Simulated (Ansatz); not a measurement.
BaO under compression and expansion

```cif
data_structure
_symmetry_space_group_name_H-M 'P 1'
_symmetry_Int_Tables_number 1
_cell_length_a 3.8891
_cell_length_b 3.8891
_cell_length_c 3.8891
_cell_angle_alpha 60.000
_cell_angle_beta 60.000
_cell_angle_gamma 60.000
_cell_volume 41.59
loop_
_atom_site_label
_atom_site_type_symbol
_atom_site_fract_x
_atom_site_fract_y
_atom_site_fract_z
_atom_site_occupancy
Ba1 Ba 0.00000 0.00000 0.00000 1
O1 O 0.50000 0.50000 0.50000 1
```

The runs use the primitive cell with vectors (0.000, 2.750, 2.750), (2.750, 0.000, 2.750), (2.750, 2.750, 0.000) Å, to which the k mesh refers.

Conventional cell: a = 5.500 Å, b = 5.500 Å, c = 5.500 Å, α = 90.00°, β = 90.00°, γ = 90.00°. Ba (atom 1) is surrounded by 6 O at 2.75 Å. O (atom 2) is surrounded by 6 Ba at 2.75 Å.

The cell is COD entry 5910030, as deposited and not checked against the literature; nothing was relaxed. It differs from other determinations.

Spin–orbit coupling is left out, though it moves levels of the heavy atoms by tenths of an eV or more.

Methods: DFT, PBE, all-electron LAPW, scalar-relativistic (Ansatz 0.2.0); DFT, PBE, PAW with Ansatz's default frozen-core files, scalar-relativistic (Ansatz 0.2.0).

For LAPW: a Γ-centred 8×8×8 k mesh, Fermi–Dirac smearing of 0.02 eV, basis error target 0.5 meV/atom, no spin polarisation. PAW takes a cutoff of 420 eV at this cell. The Ansatz runs share mesh, smearing and spin set-up. Plane-wave (PAW) pressures include the program's estimate of the Pulay term.

The cell above is scaled evenly, with fractional coordinates and shape held.

(1) Estimate the equilibrium volume and bulk modulus that LAPW (all electrons) gives for this fixed shape.

Results:

(1) V0 = 21.65 Å³/atom, B0 = 69 GPa, B0′ = 4.6, from a third-order Birch–Murnaghan fit to these pressures:
```
V/V(cell)  V (Å³/atom)  P, LAPW (GPa)  P, PAW (GPa)  gap on the k mesh, LAPW (eV)  free energy over the lowest listed, PAW (meV/atom)
   0.9400       19.549           8.89          8.88                          1.73                                                52.9
   0.9405       19.559           8.83          8.82                          1.73                                                52.3
   0.9600       19.965           6.72          6.71                          1.81                                                32.6
   0.9700       20.173           5.72          5.71                          1.86                                                24.6
   0.9800       20.381           4.78          4.77                          1.89                                                17.8
   0.9900       20.589           3.88          3.87                          1.93                                                12.2
   1.0000       20.797           3.03          3.02                          1.97                                                 7.7
   1.0100       21.005           2.23          2.22                          2.00                                                 4.4
   1.0200       21.213           1.46          1.45                          2.04                                                 1.9
   1.0300       21.421           0.74          0.73                          2.07                                                 0.5
   1.0400       21.629           0.05          0.05                          2.10                                                 0.0
   1.0600       22.045          -1.21         -1.22                          2.16                                                 1.6
```
